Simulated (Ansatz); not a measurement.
# Ga in Ansatz: reference runs

Aim: a first look at Ga with PBE, on the cell as given.

Everything below comes from runs of Ansatz 0.2.0. Logs are shortened: lines on timing, memory, paths and dates and some standing lists are left out, and cuts for length are marked.

## Step 1: The cell of the first run

The cell holds a slab with vacuum, 6 atoms: a = 2.766 Å, b = 3.332 Å, c = 24.970 Å, α = 90.00°, β = 90.00°, γ = 87.98°.

## Step 2: Single point, PBE (the (0 1 0) slab of Ga, cut from the database cell, not relaxed)

input.yaml

```yaml
crystal:
  lattice:
    - [2.766, 0.0, 0.0]
    - [0.11745, 3.32993, 0.0]
    - [0.0, 0.0, 24.969614]
  atoms:
    - { symbol: Ga, position: [0.5, 0.25, 0.3003650757] }
    - { symbol: Ga, position: [0.0, 0.75, 0.3771229303] }
    - { symbol: Ga, position: [0.0, 0.25, 0.4616210727] }
    - { symbol: Ga, position: [0.5, 0.75, 0.5383789273] }
    - { symbol: Ga, position: [0.5, 0.25, 0.6228770697] }
    - { symbol: Ga, position: [0.0, 0.75, 0.6996349243] }
hamiltonian:
  xc: pbe
  pseudopotentials: { kind: paw }
kpoints:
  mp_grid: { grid: [10, 8, 1] }
scf:
  occupations: { method: fermi_dirac, width: 0.05 }
output:
  forces: true
  eigenvalues: true
efield:
  axis: 3
  dipole_correction: true
  ramp_width: 0.04
```

Potentials or basis: Ansatz PAW.

On the command line:

```console
$ ansatz run input.yaml --threads 4 --pin off --max-ram 11264MiB --backend cpu --events-out ev --progress --plain --runs-dir out
```

What it wrote:

```text
Warning: RAYON_NUM_THREADS=4 ignored (pool sized by the plan → 4); use --threads N
Engine: ansatz 0.2.0, aarch64-unknown-linux-gnu
Pseudopotentials: kind: paw
Pseudopotential: Ga, paw, valence charge 13, recommended cutoff 420 eV (normal), Ga.paw.azcp
Functional definition: PBE
  parameter kappa = 0.804
  parameter beta = 0.06672455060314922
  exchange = pbe_x(kappa = kappa, mu = beta*pi^2/3)
  correlation = pbe_c(beta = beta)
Crystal: 6 atoms, lattice volume = 229.985 Å³
Basis set: ecut = 420 eV, 4519 PW (Γ), exchange–correlation on 40×48×360 points (8 copies of the dense FFT grid, shifted against one another)
Bands: 47, of which v1, the nominal top of the filled ones, is band 39 counted from 1 (38 counted from 0)
Symmetry: 2 space group operations
k-points: 42 of 80
Non-local potential: Ga, projectors of the file, l = 0: 2, l = 1: 2, l = 2: 3, l = 3: 1
PAW form: soft (Blöchl's): semilocal exchange-correlation on the pseudo side does not see the compensation charge
PAW one-centre angular grid: Ga, 590 points (default); XC on 64 Gauss nodes
Initial density: superposition of atomic densities (neutral atoms: chi_scale 0, normalization atom), corrected by the library's trained network
Initial wavefunctions: pseudopotential atomic-orbital guess
Functional: x = pbe(κ = 0.804, μ = 0.2195149727645171), c = pbe(β = 0.06672455060314922)
SCF iter   1: F=—  HF=-22697.368586 eV  |F-HF|=—  |Δ(HF+E_count)|=         —  Δρ=1.06e-3  dr2=4.26e-3  ethr=1.77e-3  p=-0.000 e·Å  D=-2.71e-14 V/Å  ΔV_dip=0.00 eV  dr2_dipole=4.35e-8  V_vac-E_F(+/−)=4.22/4.22 eV  ⟨swp⟩=7.0  Hψ=7142  notcnv=0  defer=31
efield: sawtooth ramp at fractional position 0.9800 (placed from the atoms, in the widest stretch of the axis that holds none; the zero of the levels goes with the place), width 0.0400; the density the first Hamiltonian is built on has a dipole p = -0.000 e·Å; the dipole correction subtracts the counter field D = -2.71e-14 V/Å, which shifts the + side's vacuum level by +0.00 eV against the − side's; the planar-averaged density in the ramp window peaks in size at 3.5e-5 e/Å³
preconditioner: auto → LDOS  [metal: Δε(μ)=0.019 eV  Ē_g=15.338 eV  σ=0.050 eV  W_gap=0.10  n_scr=42 (ndim 8)  ℏωp=21.6 eV  f_vac=0.468  D(μ)=2.55/eV (n_scr^D=10)  β→1.0]
SCF iter   2: F=—  HF=-22697.366089 eV  |F-HF|=—  |Δ(HF+E_count)|=   2.50e-3  Δρ=1.11e-3  dr2=1.91e-3  ethr=5.46e-6  p=0.000 e·Å  D=1.48e-6 V/Å  ΔV_dip=-0.00 eV  dr2_dipole=8.73e-8  V_vac-E_F(+/−)=4.38/4.38 eV  ⟨swp⟩=3.5  Hψ=5492  notcnv=0  defer=62
SCF iter   3: F=—  HF=-22697.365105 eV  |F-HF|=—  |Δ(HF+E_count)|=   9.84e-4  Δρ=2.89e-4  dr2=1.69e-4  ethr=2.45e-6  p=-0.000 e·Å  D=-8.24e-7 V/Å  ΔV_dip=0.00 eV  dr2_dipole=6.57e-9  V_vac-E_F(+/−)=4.37/4.37 eV  ⟨swp⟩=2.0  Hψ=3650  notcnv=0  defer=62
SCF iter   4: F=—  HF=-22697.365010 eV  |F-HF|=—  |Δ(HF+E_count)|=   9.55e-5  Δρ=6.84e-5  dr2=1.70e-5  ethr=2.17e-7  p=-0.000 e·Å  D=-4.11e-7 V/Å  ΔV_dip=0.00 eV  dr2_dipole=6.87e-10  V_vac-E_F(+/−)=4.37/4.37 eV  ⟨swp⟩=2.0  Hψ=3631  notcnv=0  defer=62
SCF iter   5: F=—  HF=-22697.364972 eV  |F-HF|=—  |Δ(HF+E_count)|=   3.77e-5  Δρ=2.95e-5  dr2=2.09e-6  ethr=2.17e-8  p=0.000 e·Å  D=3.73e-7 V/Å  ΔV_dip=-0.00 eV  dr2_dipole=2.29e-12  V_vac-E_F(+/−)=4.37/4.37 eV  ⟨swp⟩=2.4  Hψ=3323  notcnv=0  defer=61
SCF iter   6: F=-22697.364972 eV  HF=-22697.364972 eV  |F-HF|=9.10e-8  |Δ(HF+E_count)|=   9.70e-8  Δρ=6.75e-6  dr2=7.57e-8  ethr=1.28e-10  p=0.000 e·Å  D=8.66e-8 V/Å  ΔV_dip=-0.00 eV  dr2_dipole=6.14e-14  V_vac-E_F(+/−)=4.37/4.37 eV  ⟨swp⟩=11.0  Hψ=11880  notcnv=0
SCF 1 converged in 6 iterations: F = -22697.364972 eV  dr2 = 7.57e-8
SCF converged after 6 iterations
Free energy (F): -22697.364972 eV
Harris-Foulkes:  -22697.364972 eV  (|F-HF|=9.10e-8)
Internal energy: -22697.344173 eV  (E = F + TS)
E sigma→0 (E₀):  -22697.354572 eV
Entropy (-TS):   -0.020799 eV (-3.467 meV/atom)
Fermi energy:    2.522640 eV
Dipole field:    D = -0.000000 V/Å  (p = -0.000000 e·Å, saw-weighted, corrected)
Work function:   Φ+ = 4.3722 eV   Φ− = 4.3722 eV
Levels:          The Fermi level and band energies are counted from a zero that moves with the ramp; work functions are not
--- Per-component energies (eV) ---
  E_band       = -765.675406
  E_kinetic    = 687.961702
  E_local      = -78729.479570  (includes V_loc(G=0)·N_el)
  E_nonlocal   = 2532.062333
  E_hartree    = 38761.838692
  E_xc         = -415.842420
  E_vxc        = -348.117189  (∫ρ·V_xc dr)
  E_paw        = -11911.966234  (= ΣΔE_a)
  E_vpaw       = -2431.755857  (= ΣTr[D̂ρ^β])
  E_aug_tail   = -0.000671  (compensation charges beyond the density's cutoff)
  E_efield     = 0.000000  (sawtooth field / dipole correction)
  E_vefield    = 0.000000  (∫n·V_field dr)
  E_ewald      = 26378.081997
  E_smearing   = -0.020799  (= −TS)
  E_closure    = 0.000000  (closes the sum)
  Σ components = -22697.364972   (vs F -22697.364972, Δ=0.00e0)
--- Forces (eV/Å), atoms counted from 1 ---
  atom   1  Ga     0.00000000    -0.00000000    -0.23899396
  atom   2  Ga     0.00000000     0.00000000     0.00531942
  atom   3  Ga     0.00000000     0.00000000     0.10304969
  atom   4  Ga     0.00000000    -0.00000000    -0.10305013
  atom   5  Ga     0.00000000    -0.00000000    -0.00531907
  atom   6  Ga     0.00000000     0.00000000     0.23899410
  max |Σ_I F_I| component: 5.30e-8 eV/Å
--- Band table (eV; the first three rows and the last of 42) ---
  k-point 0: bands = ["-12.5658", "-12.5066", "-12.4983", "-12.4842", "-12.4340", "-12.4241", "-12.4100", "-12.3716", "-12.3334", "-12.3287", "-12.2906", "-12.2581", "-12.2334", "-12.2223", "-12.2084", "-12.1932", "-12.1684", "-12.1664", "-12.1541", "-12.1453", "-12.1413", "-12.1268", "-12.1169", "-12.1016", "-12.0634", "-12.0374", "-12.0369", "-12.0294", "-12.0272", "-12.0111", "-8.4012", "-7.7504", "-6.8103", "-4.9688", "-3.1224", "-0.9217", "1.1700", "3.7191", "4.4870", "5.2110", "5.6575", "6.2241", "6.6470", "6.8665", "8.0456", "8.1680", "8.1703"]
  k-point 1: bands = ["-12.5580", "-12.5045", "-12.5015", "-12.4634", "-12.4304", "-12.4148", "-12.4077", "-12.3542", "-12.3351", "-12.3292", "-12.2923", "-12.2530", "-12.2326", "-12.2301", "-12.2053", "-12.1853", "-12.1808", "-12.1785", "-12.1544", "-12.1478", "-12.1355", "-12.1259", "-12.1187", "-12.0979", "-12.0820", "-12.0392", "-12.0384", "-12.0356", "-12.0269", "-12.0245", "-8.1850", "-7.5317", "-6.5909", "-4.7558", "-2.9353", "-0.8391", "1.3582", "2.3055", "3.0752", "4.0016", "4.5360", "5.8517", "6.2208", "6.9965", "7.3492", "7.8017", "8.7992"]
  k-point 2: bands = ["-12.5414", "-12.5030", "-12.4916", "-12.4516", "-12.4140", "-12.3899", "-12.3752", "-12.3397", "-12.3391", "-12.3127", "-12.3053", "-12.2511", "-12.2467", "-12.2098", "-12.2093", "-12.1904", "-12.1898", "-12.1801", "-12.1595", "-12.1581", "-12.1309", "-12.1251", "-12.1246", "-12.1125", "-12.1012", "-12.0920", "-12.0386", "-12.0362", "-12.0260", "-12.0242", "-7.5352", "-6.8779", "-5.9389", "-4.1379", "-2.4677", "-1.2628", "0.4935", "0.6876", "1.5256", "2.0469", "3.3177", "4.6698", "5.5331", "6.8554", "7.2275", "7.7369", "8.0665"]
  k-point 41: bands = ["-12.4916", "-12.4863", "-12.4725", "-12.4687", "-12.4114", "-12.4064", "-12.3833", "-12.3799", "-12.3408", "-12.3382", "-12.3109", "-12.3077", "-12.2232", "-12.2161", "-12.2101", "-12.2094", "-12.1467", "-12.1424", "-12.1424", "-12.1410", "-12.1003", "-12.0988", "-12.0945", "-12.0926", "-12.0118", "-12.0107", "-11.9903", "-11.9896", "-11.9456", "-11.9456", "-0.4407", "-0.4271", "-0.1695", "-0.1637", "0.7126", "0.7911", "0.9248", "0.9289", "1.2406", "1.3007", "1.4893", "1.6108", "3.9001", "4.0920", "4.1091", "4.1875", "5.2396"]
```

Wall time 7.8 s (4 threads of Arm Neoverse V2, shared host); peak memory 0.68 GiB.

Results:

* Free energy: -22697.3650 eV
* Largest force: 0.239 eV/Å
* Band gap on the k mesh: none (metal or under the smearing width)
* Work function of the upper face: 4.37 eV
* Work function of the lower face: 4.37 eV
* Dipole across the slab: 0.000 e·Å

Forces in eV/Å, atoms in the order of the input:
```
Ga   0.000  0.000 -0.239
Ga   0.000  0.000  0.005
Ga   0.000  0.000  0.103
Ga   0.000  0.000 -0.103
Ga   0.000  0.000 -0.005
Ga   0.000  0.000  0.239
```
